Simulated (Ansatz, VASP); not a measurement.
## One calculation of As, two programs

```
As
1.0
     1.87975    1.08527    3.48577
    -1.87975    1.08527    3.48577
     0.00000   -2.17055    3.48577
As
2
Direct
  0.22754 0.22754 0.22754
  0.77246 0.77246 0.77246
```

Alike in both runs: task single point; functional PBE; k mesh 13 × 13 × 13; occupations fermi-dirac, width 0.05 eV; no spin polarisation.

|  | VASP | Ansatz |
| --- | --- | --- |
| version | VASP 6.6.1 | Ansatz 0.2.0 |
| potentials or method | VASP PAW PBE potentials, release 64 (As), cutoff 520 eV | all-electron LAPW, non-relativistic |

Ansatz gave:

- pressure (GPa): 3.8
- largest component of the traceless stress (GPa): 0.88
- rms of the force components (eV/Å): 0.149

Task: What did VASP give for the same quantities?

Result: Pressure (GPa): 3.9; largest component of the traceless stress (GPa): 0.75; rms of the force components (eV/Å): 0.164.

Atom by atom the forces differ by 0.014 eV/Å (rms over components). Ansatz ran all-electron here, so the differences hold the error of VASP's frozen core and of both bases.
